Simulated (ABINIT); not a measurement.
Runs of ABINIT 10.8.3 (patched build) on HfB2. It takes space group P6/mmm (No. 191, hexagonal). The conventional cell has a = 3.140 Å, b = 3.140 Å, c = 3.480 Å, α = 90.00°, β = 90.00°, γ = 120.00°. Hf (site symmetry 6/mmm) has 12 B at 2.51 Å as nearest neighbours. Around B (site symmetry -6m2) lie 3 B at 1.81 Å. 

```csv
potentials or basis,cutoff (eV),fine-grid cutoff,gap on the mesh (eV),pressure (GPa)
PseudoDojo NC SR PBE v0.4.1 standard,1034,-,none,1.7
Ansatz NC PBE,1143,-,none,1.4
PseudoDojo NC SR PBE v0.5 standard,1034,-,none,1.7
SPMS NC PBE v1.0,816,-,none,1.4
JTH PAW PBE v2.0,517,1034.03 eV,none,(a)
SG15 NC PBE v1.2,816,-,none,0.9
```

Alike in all rows: task band structure; level PBE; no spin polarisation; cell as given; k mesh 10 × 10 × 8; smearing fermi-dirac 0.05 eV.

Question: Fill in the values left out.

Answer: (a) 1.2.

Caveats: spin-orbit coupling is left out, which moves the levels of the heavy elements.

A k mesh can miss the band edges, and the runs leave out spin-orbit coupling on Hf.

A gap of «none» marks a metal or a gap under the smearing width.

The runs don't all hold the same shells in valence.
